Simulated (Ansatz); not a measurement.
# Cu$_{2}$O: the gap against volume

Cu$_{2}$O, Pn-3m, a = 4.298 Å. Ansatz: PBE, PAW, 420 eV, Γ-centred 8×8×8 mesh on 6 atoms, Gaussian smearing 0.02 eV; no spin polarisation. Symmetry fixes shape and atoms, so the cell is only scaled; x = ln(V/V0) with V0 = 13.235 Å³/atom. The gap is read at the mesh points alone.

| x | gap y (eV) |
| --- | --- |
| -0.1278 | 0.785 |
| -0.0943 | 0.696 |
| -0.0619 | 0.615 |
| -0.0305 | 0.542 |
| 0.0000 | 0.476 |
| 0.0296 | 0.415 |
| 0.0583 | ? |
| 0.0953 | 0.295 |

Fit a straight line to the other rows, give the volume deformation potential of the gap and its pressure coefficient, and predict the missing gap. B0 = 111.7 GPa.

Means x = -0.02709, y = 0.54629; Σ(Δx)² = 0.03481, ΣΔxΔy = -0.07658; the slope is their ratio. y = 0.4867 − 2.200 x. The slope is the deformation potential a = dE_g/d ln V = -2.20 eV, and dE_g/dP = −a/B0 = 19.7 meV/GPa. At x = 0.0583 the fit asked for gives 0.358 eV. The run gave 0.361 eV, so the fit is 0.003 eV too low, within the rms miss on the fitted rows (0.012 eV).

Semilocal functionals give gaps under the measured ones; where shallow d states of Zn, Cd, Cu or Ag mix into an O valence top, changes of the gap are off too.